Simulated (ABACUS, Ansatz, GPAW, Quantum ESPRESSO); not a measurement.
The bulk modulus of CdTe, sorted by core time

The structure is cubic, space group F-43m (No. 216). The conventional cell has a = 6.410 Å, b = 6.410 Å, c = 6.410 Å, α = 90.00°, β = 90.00°, γ = 90.00°. Te (site symmetry -43m) has 4 Cd at 2.78 Å as nearest neighbours. Around Cd (site symmetry -43m) lie 4 Te at 2.78 Å.

| rung | level | program and potentials | cutoff (eV) | k mesh | smearing | core time | chip | bulk modulus (GPa) | notes |
| --- | --- | --- | --- | --- | --- | --- | --- | --- | --- |
| GGA | PBEsol | Ansatz, Ansatz PAW | 420 | 7 × 7 × 7 | fermi-dirac 0.05 | 19 s | Intel Xeon | 41.3 | potentials made for PBE, which Ansatz adapts in part |
| GGA + dispersion | PBE+D3(BJ) | GPAW, GPAW PAW data sets (gpaw-data 1.2.1) | 600 | 6 × 6 × 6 | fermi-dirac 0.05 | 73 s | Arm Neoverse V2 | 40.6 | - |
| GGA | PBEsol | GPAW, PAW data sets generated for this functional | 600 | 6 × 6 × 6 | fermi-dirac 0.05 | 1.7 min | Arm Neoverse V1 | 42.0 | - |
| non-local van der Waals functional | C09-vdW | GPAW, GPAW PAW data sets (gpaw-data 1.2.1) | 600 | 6 × 6 × 6 | fermi-dirac 0.05 | 1.7 min | Arm Neoverse V1 | 41.8 | potentials made for PBE |
| LDA | LDA | Quantum ESPRESSO, GBRV 1.5 LDA | 612 | 7 × 7 × 7 | fermi-dirac 0.05 | 2.4 min | Arm Neoverse V2 | 46.5 | - |
| hybrid | r2SCAN50 | Ansatz, Ansatz PAW | 500 | 4 × 4 × 4 | fermi-dirac 0.05 | 5.8 min | Arm Neoverse V1 | 44.4 | coarse mesh; potentials made for PBE, which Ansatz adapts in part |
| GGA | PBEsol | ABACUS, PseudoDojo NC SR 0.4.1 PBEsol standard, plane waves | 1401 | 7 × 7 × 7 | fermi-dirac 0.05 | 15 min | Intel Xeon Platinum 8259CL Skylake/Cascade Lake | 41.4 | - |

Times are single runs on shared hosts and different chips, so they are rough; meshes, cutoffs and the tasks' sizes weigh on the time. Task: equation of state. All rows: no spin polarisation. Smearing widths are in eV. The cell comes from a database and isn't always the measured one. Meshes differ between rows, which moves values too. Meshes are those of the run's cell of 2 atoms unless a note names another. Runs on faulty files, with rough fits or with known faults for this quantity aren't shown. No row holds spin-orbit coupling.

By rung: LDA 46.5; GGA 41.3 to 42.0; GGA + dispersion 40.6; non-local van der Waals functional 41.8; hybrid on coarse meshes 44.4 (GPa).
